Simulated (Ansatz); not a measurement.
TiSi2 in Ansatz: the effect of Hubbard term

Crystal: TiSi2.

```
Ti Si
1.0
     4.37464    0.00000    0.00000
    -2.18732    3.78855    0.00000
     0.00000    0.00000    2.56101
Ti Si
1 2
Direct
  0.00000 0.00000 0.00000
  0.33333 0.66667 0.50000
  0.66667 0.33333 0.50000
```

The cell was built by a generator and needn't be a form met in nature.

Alike in all runs:

| Property | Result |
| --- | --- |
| Program | Ansatz 0.2.0 |
| Task | projected density of states |
| Functional | LDA |
| Potentials or basis | Ansatz PAW |
| Cutoff | 420 eV (not typed: the program's choice for these potentials) |
| k mesh | 7 × 7 × 10 |
| Occupations | fermi-dirac, width 0.05 eV |
| Spin | no spin polarisation |
| Hubbard projectors | ortho-atomic (the default) |
| Double counting | fll (the default) |

```tsv
Hubbard term	pressure (GPa)
none	-7.1
Ti d U = 1 eV	-6.3
Ti d U = 2 eV	-5.4
Ti d U = 3 eV	-4.3
Ti d U = 4 eV	-3.1
Ti d U = 5 eV	-1.1
Ti d U = 6 eV	?
Ti d U = 8 eV	10.3
```

**Question.** What does the run with Hubbard term Ti d U = 6 eV give?

**Answer.** Pressure 1.3 GPa.

Worked out: A parabola through the other rows of the pressure, of slope 3.24 GPa per eV there, gives 2.5 GPa, against the run's 1.3.

Caveats: the PAW data sets come from PBE, with cores solved anew for the run's functional, which leaves a small shift of forces and pressure; U without spin polarisation on a metal has little footing (some runs); the U is typed as a test and isn't derived for this compound (some runs).
